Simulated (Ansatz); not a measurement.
C:

```
CELL_PARAMETERS angstrom
0.00000 1.78337 1.78337
1.78337 0.00000 1.78337
1.78337 1.78337 0.00000
ATOMIC_POSITIONS crystal
C 0.75000 0.75000 0.75000
C 0.50000 0.50000 0.50000
```

This isn't the form of C at room conditions, which is graphite.

| Item | Value |
| --- | --- |
| Program | Ansatz 0.2.0 |
| Task | relaxation of cell and atoms |
| Functional | PBEsol |
| Dispersion | D4 |
| Potentials or basis | all-electron LAPW, scalar-relativistic |
| Basis error allowed | 0.001 eV/atom |
| k mesh | 13 × 13 × 13 |
| Occupations | fermi-dirac, width 0.05 eV |
| Spin | no spin polarisation |

At the start: volume 5.67 Å³/atom.

Question: Where does the relaxation end?

Answer: Over 5 steps the energy falls by 2.5 meV/atom and the volume is 5.57 Å³/atom (-1.8 %); space group Fd-3m (No. 227, to 0.05 Å).

Step by step:
| step | energy change (eV) | largest force (eV/Å) | volume (Å³) |
| --- | --- | --- | --- |
| 1 | 0.0000 | 0.0000 | 11.34 |
| 2 | -0.0041 | 0.0000 | 11.22 |
| 3 | -0.0049 | 0.0000 | 11.14 |
| 4 | -0.0049 | 0.0000 | 11.15 |
| 5 | -0.0049 | 0.0000 | 11.15 |

Final structure:
```cif
data_structure
_symmetry_space_group_name_H-M 'P 1'
_symmetry_Int_Tables_number 1
_cell_length_a 2.5073
_cell_length_b 2.5073
_cell_length_c 2.5073
_cell_angle_alpha 60.000
_cell_angle_beta 60.000
_cell_angle_gamma 60.000
_cell_volume 11.15
loop_
_atom_site_label
_atom_site_type_symbol
_atom_site_fract_x
_atom_site_fract_y
_atom_site_fract_z
_atom_site_occupancy
C1 C 0.75000 0.75000 0.75000 1
C2 C 0.50000 0.50000 0.50000 1
```

The cell as given is a measured one (5.67 Å³/atom); PBEsol+D4 puts the equilibrium volume -1.8 % from it, thermal expansion not counted.
